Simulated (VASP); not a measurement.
BaTiO3: single point with PBE

The system is BaTiO3.

```xyz
5
Lattice="2.8274 1.6324 2.3184 -2.8274 1.6324 2.3184 0.0000 -3.2648 2.3184" Properties=species:S:1:pos:R:3 pbc="T T T"
O    -1.3885   -0.8017    2.3988
Ti    0.0000    0.0000    3.3698
O     1.3885   -0.8017    2.3988
Ba    0.0000    0.0000    0.0000
O     0.0000    1.6033    2.3988
```

Measurements of this composition are mostly on another form, of space group No. 99.

```yaml
Program: VASP 6.6.1
Task: single point
Functional: PBE
Potentials_or_basis: VASP PAW PBE potentials, release 64 (O, Ti_pv, Ba_sv)
Cutoff: 520 eV
k_mesh: 7 × 7 × 7
Occupations: gaussian, width 0.02 eV
Spin: no spin polarisation
Further_INCAR_settings: ALGO = Fast; EDIFF = 1.00e-07
```

```yaml
Pressure: 7.1 GPa
Largest_force: 0.241 eV/Å
Band_gap_on_the_k_mesh: 2.42 eV, indirect (least direct gap 2.75 eV)
```

Forces in eV/Å, atoms in the order of the input:
```
O   -0.154 -0.089 -0.040
Ti   0.000  0.000  0.241
O    0.154 -0.089 -0.040
Ba   0.000  0.000 -0.120
O    0.000  0.178 -0.040
```

Stress tensor (GPa, compression positive):
```
7.24 0.00 0.00
0.00 7.24 0.00
0.00 0.00 6.96
```

Levels at points of the mesh, in eV from the valence-band top:
| k point | band 17 | band 18 | band 19 | band 20 | band 21 | band 22 |
| --- | --- | --- | --- | --- | --- | --- |
| (0.00, 0.00, 0.00) | -0.47 | -0.33 | -0.33 | 2.42 | 2.42 | 5.12 |

Wall time 2.6 min on 1 thread of Intel(R) Xeon(R) Platinum 8259CL CPU @ 2.50GHz (Skylake/Cascade Lake), on a shared host, peak memory 0.21 GiB.

Caveat: spin-orbit coupling is left out, which moves the levels of the heavy elements; an odd mesh through Γ misses points on the zone boundary, where band edges often lie.
